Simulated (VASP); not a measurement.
# C: relaxed cell and band gap, by functional

C, P6_3/mmc (no. 194), 4 atoms in the cell.

| Functional | Volume (Å³/atom) | Change from the starting volume (fraction) | Gap, path and mesh (eV) | Time (s) |
|---|---|---|---|---|
| XC = MS2, XC1_P1 = 0.25 | 5.54 | -0.023 | 3.57 | 114 |
| XC = MS2, XC1_P1 = 0.35 | 5.58 | -0.017 | 3.71 | 106 |
| XC = MS2, XC1_P1 = 0.504 | 5.62 | -0.010 | 3.85 | 100 |
| XC = MS2, XC1_P1 = 0.7 | 5.65 | -0.004 | 3.95 | 104 |
| XC = MS2, XC1_P1 = 0.9 | 5.67 | 0.000 | 4.01 | 89 |

## Input of the first row

INCAR.step1:
```
SYSTEM = C
PREC = Accurate
ENCUT = 600
EDIFF = 1E-5
ISMEAR = 0
SIGMA = 0.02
LREAL = .False.
LASPH = .True.
GGA_COMPAT = .False.
ALGO = Normal
NELM = 150
ISIF = 2
LWAVE = .True.
LCHARG = .False.
GGA = PE
KPAR = 4
```

INCAR.step2:
```
SYSTEM = C
PREC = Accurate
ENCUT = 600
EDIFF = 1E-7
ISMEAR = 0
SIGMA = 0.02
LREAL = .False.
LASPH = .True.
GGA_COMPAT = .False.
ALGO = Normal
NELM = 150
ISIF = 3
LWAVE = .False.
LCHARG = .False.
XC = MS2
XC1_P1 = 0.25
LMIXTAU = .True.
IBRION = 2
EDIFFG = -0.005
NSW = 60
ISTART = 1
KPAR = 4
```

INCAR.step3, as INCAR.step2 but for:
```
- NSW = 60
- ISTART = 1
+ NSW = 40
```

INCAR.step4, as INCAR.step3 but for:
```
- ISIF = 3
- IBRION = 2
- EDIFFG = -0.005
- NSW = 40
+ ISIF = 2
+ NBANDS = 16
```

KPOINTS:
```
k-points
0
Gamma
  9 9 5
```

KPOINTS_OPT:
```
path GMKGALHA,LM,KH
8
line-mode
reciprocal
 0.0000000000  0.0000000000  0.0000000000  G
 0.5000000000  0.0000000000  0.0000000000  M

 0.5000000000  0.0000000000  0.0000000000  M
 0.3333333333  0.3333333333  0.0000000000  K

 0.3333333333  0.3333333333  0.0000000000  K
 0.0000000000  0.0000000000  0.0000000000  G

 0.0000000000  0.0000000000  0.0000000000  G
 0.0000000000  0.0000000000  0.5000000000  A

 0.0000000000  0.0000000000  0.5000000000  A
 0.5000000000  0.0000000000  0.5000000000  L

 0.5000000000  0.0000000000  0.5000000000  L
 0.3333333333  0.3333333333  0.5000000000  H

 0.3333333333  0.3333333333  0.5000000000  H
 0.0000000000  0.0000000000  0.5000000000  A

 0.5000000000  0.0000000000  0.5000000000  L
 0.5000000000  0.0000000000  0.0000000000  M

 0.3333333333  0.3333333333  0.0000000000  K
 0.3333333333  0.3333333333  0.5000000000  H
```

POSCAR.step1:
```
C
1.0
    2.5221000000      0.0000000000      0.0000000000
   -1.2610500000      2.1842026709      0.0000000000
    0.0000000000      0.0000000000      4.1186000000
C
4
Direct
    0.6666666667      0.3333333333      0.9375000000
    0.3333333333      0.6666666667      0.4375000000
    0.6666666667      0.3333333333      0.5625000000
    0.3333333333      0.6666666667      0.0625000000
```

Commands (each step's output is kept before the next begins):
```
cat potpaw_PBE.64/C/POTCAR > POTCAR
cp INCAR.step1 INCAR
cp POSCAR.step1 POSCAR
mpirun -np 4 vasp_std > vasp.out
cp INCAR.step2 INCAR
mpirun -np 4 vasp_std > vasp.out
cp CONTCAR POSCAR
rm WAVECAR CHG
cp INCAR.step3 INCAR
mpirun -np 4 vasp_std > vasp.out
cp CONTCAR POSCAR
rm WAVECAR CHG
cp INCAR.step4 INCAR
mpirun -np 4 vasp_std > vasp.out
```

Changes of the last row against the first:
```
- XC1_P1 = 0.25
+ XC1_P1 = 0.9
```

VASP 6.6.1 took 114 s on 4 cores (Intel Xeon 6975P-C (Granite Rapids)), a shared host.
